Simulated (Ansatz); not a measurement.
# Al2O3 (Corundum) (R-3c) in Ansatz: settings compared

Aim: see how the results for Al2O3 (Corundum) move with the level of theory and the settings. Levels: RPBE, exchange-only PBE. Tasks: band structure.

Program: Ansatz 0.2.0. These are calculated values, not measurements. Logs are shortened: lines on timing, memory, paths and dates and some standing lists are left out, and cuts for length are marked.

**What was measured.**

From “Multi-petahertz electron interference in Cr:Al2O3 solid-state material”, 2018, pmc:5906618, for a bulk crystal of Al2O3: band gap 8.7 eV (optical).

How close the calculation comes is told below.

## Step 1: Starting point

It takes space group R-3c (No. 167, trigonal). Conventional cell: a = 4.760 Å, b = 4.760 Å, c = 12.996 Å, α = 90.00°, β = 90.00°, γ = 120.00°. Al (site symmetry 3) has 6 O at 1.85 to 1.97 Å as nearest neighbours. O (site symmetry 2) is surrounded by 4 Al at 1.85 to 1.97 Å.

## Step 2: Band structure, RPBE

Contents of input.yaml:

```yaml
crystal:
  lattice:
    - [2.38025, 1.3742379782, 4.3318666667]
    - [-2.38025, 1.3742379782, 4.3318666667]
    - [0.0, -2.7484759565, 4.3318666667]
  atoms:
    - { symbol: Al, position: [0.85216, 0.85216, 0.85216] }
    - { symbol: Al, position: [0.64784, 0.64784, 0.64784] }
    - { symbol: Al, position: [0.14784, 0.14784, 0.14784] }
    - { symbol: Al, position: [0.35216, 0.35216, 0.35216] }
    - { symbol: O, position: [0.05668, 0.75, 0.44332] }
    - { symbol: O, position: [0.75, 0.44332, 0.05668] }
    - { symbol: O, position: [0.44332, 0.05668, 0.75] }
    - { symbol: O, position: [0.94332, 0.25, 0.55668] }
    - { symbol: O, position: [0.25, 0.55668, 0.94332] }
    - { symbol: O, position: [0.55668, 0.94332, 0.25] }
hamiltonian:
  xc: rpbe
  pseudopotentials: { kind: paw }
kpoints:
  mp_grid: { grid: [7, 7, 7] }
  band_path:
    path:
      - [[0.0, 0.0, 0.0], [0.5, 0.0, 0.0], [0.5, 0.2337604794, -0.2337604794]]
      - [[0.7662395206, 0.5, 0.2337604794], [0.5, 0.5, 0.5], [0.0, 0.0, 0.0], [0.3668802397, 0.0, -0.3668802397]]
      - [[0.6331197603, 0.3668802397, 0.0], [0.5, 0.5, 0.0], [0.6331197603, 0.6331197603, 0.2337604794], [0.5, 0.5, 0.5]]
      - [[0.5, 0.0, 0.0], [0.7662395206, 0.3668802397, 0.3668802397]]
    npoints: 10
scf:
  occupations: { method: fermi_dirac, width: 0.05 }
  n_extra_bands: 25
output:
  forces: true
  stress: true
  eigenvalues: true
  fatbands: true
  write_density: true
  write_potential: true
  elf: true
  volumetric_format: npy
```

Potentials or basis: Ansatz PAW.

On the command line:

```sh
> ansatz run input.yaml --threads 2 --pin off --max-ram 5120MiB --backend cpu --events-out ev --progress --plain --runs-dir out
```

The log of the run:

```text
Warning: RAYON_NUM_THREADS=2 ignored (pool sized by the plan → 2); use --threads N
scf.n_extra_bands = 25 over 24 filled bands (N_el = 48.0): the run solves 49 bands
Engine: ansatz 0.2.0, x86_64-unknown-linux-gnu
Pseudopotentials: kind: paw
Pseudopotential: Al, paw, valence charge 3, recommended cutoff 420 eV (normal), Al.paw.azcp
Pseudopotential: O, paw, valence charge 6, recommended cutoff 420 eV (normal), O.paw.azcp
Functional definition: RPBE
  parameter kappa = 0.804
  parameter beta = 0.06672455060314922
  exchange = rpbe_x(kappa = kappa, mu = beta*pi^2/3)
  correlation = pbe_c(beta = beta)
Crystal: 10 atoms, lattice volume = 85.018 Å³
Basis set: ecut = 420 eV, 1653 PW (Γ), exchange–correlation on 72×72×72 points (8 copies of the dense FFT grid, shifted against one another)
Bands: 49, of which v1, the nominal top of the filled ones, is band 24 counted from 1 (23 counted from 0)
Symmetry: 12 space group operations
Space group: R-3c (ITA 167), of the structure as read, at distance tolerance 4.4e-5 Å
k-points: 44 of 343
Non-local potential: Al, projectors of the file, l = 0: 2, l = 1: 2, l = 2: 1
Non-local potential: O, projectors of the file, l = 0: 2, l = 1: 2, l = 2: 1
PAW form: soft (Blöchl's): semilocal exchange-correlation on the pseudo side does not see the compensation charge
PAW frozen core: Al, regenerated for the run's functional, and the local potential with it (the file was generated under x = pbe(κ = 0.804, μ = 0.2195149727645171), c = pbe(β = 0.06672455060314922))
PAW frozen core: O, regenerated for the run's functional, and the local potential with it (the file was generated under x = pbe(κ = 0.804, μ = 0.2195149727645171), c = pbe(β = 0.06672455060314922))
PAW one-centre angular grid: Al, 110 points (default); XC on 64 Gauss nodes
PAW one-centre angular grid: O, 110 points (default); XC on 64 Gauss nodes
Initial density: superposition of atomic densities (neutral atoms: chi_scale 0, normalization atom), corrected by the library's trained network
Initial wavefunctions: pseudopotential atomic-orbital guess
Functional: x = rpbe, c = pbe(β = 0.06672455060314922)
SCF iter   1: F=—  HF=-5591.048319 eV  |F-HF|=—  |Δ(HF+E_count)|=         —  Δρ=3.66e-3  dr2=9.01e-3  ethr=1.77e-3  ⟨swp⟩=5.5  Hψ=10141  notcnv=0  defer=392
preconditioner: auto → Resta (q_TF=auto, 2.480 Å⁻¹)  ε∞=2.7  [insulator: Δε(μ)=6.329 eV  Ē_g=21.161 eV  σ=0.050 eV  W_gap=1.00  n_scr=20 (ndim 8)  ℏωp=27.9 eV  f_vac=0.000  D(μ)=0.00/eV (n_scr^D=0)  ε∞_Penn≈2.7]
SCF iter   2: F=—  HF=-5591.047792 eV  |F-HF|=—  |Δ(HF+E_count)|=   5.27e-4  Δρ=1.97e-3  dr2=2.33e-3  ethr=1.88e-5  ⟨swp⟩=2.2  Hψ=3156  notcnv=0  defer=596
SCF iter   3: F=—  HF=-5591.048191 eV  |F-HF|=—  |Δ(HF+E_count)|=   3.99e-4  Δρ=2.68e-4  dr2=5.84e-5  ethr=4.85e-6  ⟨swp⟩=2.4  Hψ=2397  notcnv=0  defer=596
SCF iter   4: F=—  HF=-5591.048259 eV  |F-HF|=—  |Δ(HF+E_count)|=   6.81e-5  Δρ=6.39e-5  dr2=2.52e-6  ethr=1.22e-7  ⟨swp⟩=2.0  Hψ=2113  notcnv=0  defer=596
iter 5 did not close the SCF: its close was put off for the readings that it lacked (scf_convergence_deferred on its scf_iter line)
SCF iter   5: F=-5591.048265 eV  HF=-5591.048265 eV  |F-HF|=1.48e-7  |Δ(HF+E_count)|=   6.09e-6  Δρ=1.08e-5  dr2=9.85e-8  ethr=5.26e-9  ⟨swp⟩=2.0  Hψ=2385  notcnv=0  defer=596
SCF iter   6: F=-5591.048265 eV  HF=-5591.048265 eV  |F-HF|=6.26e-9  |Δ(HF+E_count)|=   1.88e-7  Δρ=2.18e-6  dr2=5.65e-9  ethr=2.05e-10  ⟨swp⟩=13.4  Hψ=15816  notcnv=0
SCF 1 converged in 6 iterations: F = -5591.048265 eV  dr2 = 5.65e-9
NSCF: frozen V_eff on 94 k-points
SCF converged after 6 iterations
Free energy (F): -5591.048265 eV
Harris-Foulkes:  -5591.048265 eV  (|F-HF|=6.26e-9)
Internal energy: -5591.048265 eV  (E = F + TS)
E sigma→0 (E₀):  -5591.048265 eV
Fermi energy:    11.126634 eV
--- Per-component energies (eV) ---
  E_band       = 73.286787
  E_kinetic    = 1187.879296
  E_local      = -1977.677112  (includes V_loc(G=0)·N_el)
  E_nonlocal   = 318.066859
  E_hartree    = 736.637412
  E_xc         = -616.820216
  E_vxc        = -698.815637  (∫ρ·V_xc dr)
  E_paw        = -2841.224521  (= ΣΔE_a)
  E_vpaw       = -229.456440  (= ΣTr[D̂ρ^β])
  E_aug_tail   = 0.015038  (compensation charges beyond the density's cutoff)
  E_ewald      = -2397.730569
  E_core_change = -0.194453  (= ΣΔE_core)
  E_smearing   = -0.000000  (= −TS)
  E_closure    = -0.000000  (closes the sum)
  Σ components = -5591.048265   (vs F -5591.048265, Δ=0.00e0)
--- Forces (eV/Å), atoms counted from 1 ---
  atom   1  Al     0.00000000     0.00000000    -0.04371695
  atom   2  Al     0.00000000    -0.00000000     0.04371695
  atom   3  Al    -0.00000000    -0.00000000     0.04371695
  atom   4  Al    -0.00000000     0.00000000    -0.04371695
  atom   5  O      0.00122990     0.00213025     0.00000000
  atom   6  O      0.00122990    -0.00213025    -0.00000000
  atom   7  O     -0.00245980    -0.00000000    -0.00000000
  atom   8  O     -0.00122990    -0.00213025    -0.00000000
  atom   9  O     -0.00122990     0.00213025     0.00000000
  atom  10  O      0.00245980     0.00000000    -0.00000000
  max |Σ_I F_I| component: 9.11e-18 eV/Å
--- Stress (GPa, compression-positive) ---
       12.830433       0.000000      -0.000000
        0.000000      12.830433       0.000000
        0.000000       0.000000      12.099831
  P = ⅓ Tr σ = 12.5869 GPa (125.869 kbar)
--- Band table (eV; the first three rows and the last of 44) ---
  k-point 0: bands = ["-11.3919", "-9.0981", "-8.8265", "-8.8265", "-8.5197", "-8.5197", "1.0340", "2.0290", "2.3789", "2.3789", "3.5015", "3.5979", "3.5979", "4.6122", "4.9627", "6.4727", "6.4727", "6.5998", "6.5998", "7.3967", "7.3967", "7.8502", "7.8502", "7.8969", "14.2108", "17.1629", "18.8151", "19.5291", "19.5291", "19.7798", "20.4136", "20.4136", "20.5020", "21.5833", "22.6552", "22.6552", "22.7624", "22.7624", "22.9855", "23.8602", "23.9444", "26.3580", "26.3580", "26.6424", "26.6424", "28.1467", "28.1549", "28.2448", "28.3673"]
  k-point 1: bands = ["-11.2875", "-9.1405", "-8.8966", "-8.8481", "-8.5695", "-8.5256", "1.1490", "1.7996", "2.2449", "2.8873", "3.0063", "3.5308", "4.3264", "5.0306", "5.1821", "6.0825", "6.4187", "6.5077", "6.6788", "7.1506", "7.2418", "7.5901", "7.8240", "7.8582", "14.6864", "17.5462", "18.4350", "19.3185", "19.3987", "19.6127", "20.4067", "20.6156", "20.9411", "21.1042", "22.4651", "22.5759", "22.6174", "22.8218", "23.0130", "23.6773", "23.8459", "25.9011", "26.4085", "26.5945", "26.8695", "27.1551", "27.2339", "28.2317", "28.5244"]
  k-point 2: bands = ["-10.9862", "-9.4585", "-8.8851", "-8.8791", "-8.6846", "-8.5659", "1.3386", "1.8947", "1.9246", "2.8335", "3.4537", "3.8911", "5.0991", "5.2224", "5.6776", "5.8703", "6.0243", "6.2065", "6.5243", "6.5286", "7.1023", "7.4062", "7.7053", "7.7511", "15.7569", "17.9816", "18.3120", "18.7104", "18.8329", "19.4482", "20.4172", "20.6053", "20.8663", "21.4192", "21.7750", "22.0684", "22.4357", "23.0251", "23.1313", "23.4660", "23.9108", "24.6530", "25.6646", "26.2436", "26.5392", "27.2403", "27.5699", "28.2903", "29.0213"]
  k-point 43: bands = ["-10.4136", "-10.2560", "-8.9509", "-8.8589", "-8.5943", "-8.5555", "2.1975", "2.3015", "3.1564", "3.1670", "3.5735", "3.9642", "4.1132", "4.2892", "5.2913", "5.5068", "5.5801", "6.0457", "6.2525", "6.4105", "7.2915", "7.2942", "7.4243", "7.4770", "16.8707", "17.0950", "18.9936", "19.1729", "20.0734", "20.0843", "20.2957", "20.5698", "20.9947", "21.1705", "22.3713", "22.4862", "22.6020", "22.7263", "22.8748", "23.0302", "23.9834", "24.2348", "24.8475", "24.9732", "25.5145", "25.6291", "28.9070", "29.3941", "29.8974"]
```

Run time: 10 s. Hardware: 2 threads of Intel Xeon Platinum 8488C (Sapphire Rapids), shared host; peak memory 0.56 GiB.

Results:

```yaml
Free_energy: -5591.0483 eV
Pressure: 12.6 GPa
Largest_force: 0.044 eV/Å
Band_gap_on_the_k_mesh: 6.31 eV, direct
Band_gap_along_the_path: 6.31 eV, direct
```

Forces on the atoms (eV/Å):
```
Al   0.000  0.000 -0.044
Al   0.000  0.000  0.044
Al   0.000  0.000  0.044
Al   0.000  0.000 -0.044
O    0.001  0.002  0.000
O    0.001 -0.002  0.000
O   -0.002  0.000  0.000
O   -0.001 -0.002  0.000
O   -0.001  0.002  0.000
O    0.002  0.000  0.000
```

Stress tensor (GPa, compression positive):
```
12.83  0.00  0.00
 0.00 12.83  0.00
 0.00  0.00 12.10
```

Levels at the corners of the path, in eV from the valence-band top:
| point | band 21 | band 22 | band 23 | band 24 | band 25 | band 26 | band 27 | band 28 |
| --- | --- | --- | --- | --- | --- | --- | --- | --- |
| Γ | -0.50 | -0.05 | -0.05 | 0.00 | 6.31 | 9.27 | 10.92 | 11.63 |
| L | -0.91 | -0.91 | -0.28 | -0.28 | 9.58 | 9.58 | 9.78 | 9.78 |
| B1 | -0.85 | -0.85 | -0.51 | -0.51 | 9.83 | 9.83 | 10.26 | 10.26 |
| B | -0.85 | -0.85 | -0.51 | -0.51 | 9.83 | 9.83 | 10.26 | 10.26 |
| Z | -0.38 | -0.38 | -0.38 | -0.38 | 8.78 | 8.78 | 11.29 | 11.29 |
| Γ | -0.50 | -0.05 | -0.05 | 0.00 | 6.31 | 9.27 | 10.92 | 11.63 |
| X | -0.88 | -0.84 | -0.56 | -0.29 | 9.62 | 9.68 | 9.88 | 10.35 |
| Q | -0.88 | -0.84 | -0.56 | -0.29 | 9.62 | 9.68 | 9.88 | 10.35 |
| F | -1.02 | -0.91 | -0.74 | -0.26 | 9.79 | 9.83 | 10.06 | 10.52 |
| P1 | -1.03 | -0.86 | -0.74 | -0.47 | 9.88 | 10.08 | 10.33 | 10.48 |
| Z | -0.38 | -0.38 | -0.38 | -0.38 | 8.78 | 8.78 | 11.29 | 11.29 |
| L | -0.91 | -0.91 | -0.28 | -0.28 | 9.58 | 9.58 | 9.78 | 9.78 |
| P | -1.03 | -0.86 | -0.74 | -0.47 | 9.88 | 10.08 | 10.33 | 10.48 |

Caveat: the pressure holds a Pulay correction of +0.8 GPa for the finite cutoff; the PAW data sets come from PBE, with cores solved anew for the run's functional, which leaves a small shift of forces and pressure.

[end of part 1 of 2]
